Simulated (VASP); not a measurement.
## A VASP 6.6.1 single-point calculation on KBr

INCAR

```
ISIF = 2
NSW = 0
GGA = PE
NBANDS = 15
ISMEAR = -1
EDIFF = 1E-7
ENCUT = 520
PREC = High
IBRION = -1
LREAL = .FALSE.
LCHARG = .FALSE.
NELM = 120
SIGMA = 0.02
LWAVE = .FALSE.
LASPH = .TRUE.
```

KPOINTS

```
KPOINTS created by Atomic Simulation Environment
0
Gamma
6 6 6
0 0 0
```

POSCAR

```
K  Br
 1.0000000000000000
    -0.0000000000000000    3.6882992941940822    3.6882992941940822
     3.6882992941940822   -0.0000000000000000    3.6882992941940822
     3.6882992941940822    3.6882992941940822   -0.0000000000000000
 K   Br
   1   1
Cartesian
 -0.0000000000000000  0.0000000000000000  0.0000000000000000
  1.8441496470970411  1.8441496470970411  1.8441496470970411
```

The recommended PBE PAW datasets give the neutral cell 16 valence electrons.

Command

```
mpirun -np 1 vasp_std
```

OSZICAR

```
N       E                     dE             d eps       ncg     rms          rms(c)
DAV:   1     0.102798365910E+03    0.10280E+03   -0.63622E+03   480   0.883E+02
DAV:   2     0.155620406662E+01   -0.10124E+03   -0.94072E+02   627   0.219E+02
DAV:   3    -0.597973149630E+01   -0.75359E+01   -0.75011E+01   641   0.531E+01
DAV:   4    -0.635411331918E+01   -0.37438E+00   -0.37427E+00   818   0.988E+00
DAV:   5    -0.635687419230E+01   -0.27609E-02   -0.27609E-02   662   0.938E-01    0.317E+00
DAV:   6    -0.604540591728E+01    0.31147E+00   -0.40889E-01   641   0.268E+00    0.223E+00
DAV:   7    -0.600991094579E+01    0.35495E-01   -0.20836E-01   669   0.213E+00    0.110E+00
DAV:   8    -0.603073384173E+01   -0.20823E-01   -0.24610E-02   633   0.103E+00    0.201E-01
DAV:   9    -0.603260776583E+01   -0.18739E-02   -0.13150E-03   620   0.206E-01    0.135E-01
DAV:  10    -0.603476704374E+01   -0.21593E-02   -0.18244E-03   494   0.227E-01    0.359E-02
DAV:  11    -0.603479961817E+01   -0.32574E-04   -0.10499E-04   564   0.667E-02    0.951E-03
DAV:  12    -0.603481630705E+01   -0.16689E-04   -0.20198E-05   508   0.323E-02    0.632E-03
DAV:  13    -0.603481662781E+01   -0.32076E-06   -0.11332E-06   665   0.602E-03    0.139E-03
DAV:  14    -0.603481673350E+01   -0.10570E-06   -0.18052E-07   486   0.275E-03    0.697E-04
DAV:  15    -0.603481676973E+01   -0.36223E-07   -0.79301E-09   499   0.680E-04
   1 F= -.60348168E+01 E0= -.60348168E+01  d E =-.212247E-10
```

From OUTCAR

```
k-points           NKPTS =     16   k-points in BZ     NKDIM =     16   number of bands    NBANDS=     15

   NELECT =      16.0000    total number of electrons

   dimension x,y,z NGX =    40 NGY =   40 NGZ =   40
   dimension x,y,z NGXF=    50 NGYF=   50 NGZF=   50

  energy-cutoff  :      520.00
  volume of cell :      100.35
      direct lattice vectors                 reciprocal lattice vectors
     0.000000000  3.688299294  3.688299294    -0.135563836  0.135563836  0.135563836
     3.688299294  0.000000000  3.688299294     0.135563836 -0.135563836  0.135563836
     3.688299294  3.688299294  0.000000000     0.135563836  0.135563836 -0.135563836

 k-points in reciprocal lattice and weights: KPOINTS created by Atomic Simulation Env
   0.00000000  0.00000000  0.00000000       0.005
   0.16666667  0.00000000  0.00000000       0.037
   0.33333333  0.00000000  0.00000000       0.037
   0.50000000  0.00000000  0.00000000       0.019
   0.16666667  0.16666667  0.00000000       0.028
   0.33333333  0.16666667  0.00000000       0.111
   0.50000000  0.16666667  0.00000000       0.111
  -0.33333333  0.16666667  0.00000000       0.111
   ...

 E-fermi :  -2.6450

 k-point     1 :       0.0000    0.0000    0.0000
  band No.  band energies     occupation
      1     -30.9185      2.00000
      2     -15.0066      2.00000
      3     -14.4160      2.00000
      4     -14.4160      2.00000
      5     -14.4160      2.00000
      6      -3.1473      2.00000
      7      -3.1473      2.00000
      8      -3.1473      2.00000
      9       1.1492      0.00000
     10       5.4847      0.00000
     11       5.4847      0.00000
     12       6.4738      0.00000
     13       6.4738      0.00000
     14       6.4738      0.00000
     15       7.1897      0.00000

 k-point     2 :       0.1667    0.0000    0.0000
  band No.  band energies     occupation
      1     -30.9181      2.00000
      2     -15.0672      2.00000
      3     -14.4176      2.00000
      4     -14.4176      2.00000
      5     -14.3491      2.00000
      6      -3.2636      2.00000
      7      -3.1434      2.00000
      8      -3.1434      2.00000
      9       1.5787      0.00000
     10       5.2352      0.00000
     11       5.2352      0.00000
     12       6.1044      0.00000
     13       6.4788      0.00000
     14       6.9287      0.00000
     15       6.9287      0.00000

 k-point     3 :       0.3333    0.0000    0.0000
  band No.  band energies     occupation
      1     -30.9174      2.00000
      2     -15.1623      2.00000
      3     -14.4208      2.00000
      4     -14.4208      2.00000
      5     -14.2419      2.00000
      6      -3.4495      2.00000
      7      -3.1365      2.00000
      8      -3.1365      2.00000
      9       2.5425      0.00000
     10       4.8130      0.00000
     11       5.0729      0.00000
     12       5.0730      0.00000
     13       6.4746      0.00000
     14       6.6708      0.00000
     15       6.6708      0.00000

 ...

  Total        0.1738248      0.1738248      0.1738248      0.0000000      0.0000000      0.0000000
  in kB        2.7753249      2.7753249      2.7753249      0.0000000      0.0000000      0.0000000
  external PRESSURE =       2.7753249 kB  Pullay stress =       0.0000000 kB

 POSITION                                       TOTAL-FORCE (eV/Angst)
 -----------------------------------------------------------------------------------
      0.00000      0.00000      0.00000         0.000000      0.000000      0.000000
      1.84415      1.84415      1.84415        -0.000000     -0.000000     -0.000000
 -----------------------------------------------------------------------------------
    total drift:                               -0.000000     -0.000000      0.000000

  FREE ENERGIE OF THE ION-ELECTRON SYSTEM (eV)
  ---------------------------------------------------
  free  energy   TOTEN  =        -6.0348167697 eV

  energy  without entropy=       -6.0348167697  energy(sigma->0) =       -6.03481677
```

It converged. Results: gap between bands v and c on the k mesh 4.28 eV; least direct gap on the k mesh 4.30 eV; pressure 0.3 GPa. Band v is the last that the valence electrons fill when counted band by band, and c is the next.

For comparison, a separate PBE run of the intended cell, on usual settings and not on those above, gives a gap of 4.28 eV on its mesh and a pressure of 0.3 GPa.

The run above took about 23 s on one core of a shared host (Intel Xeon Platinum 8488C) and held 0.17 GiB at most.
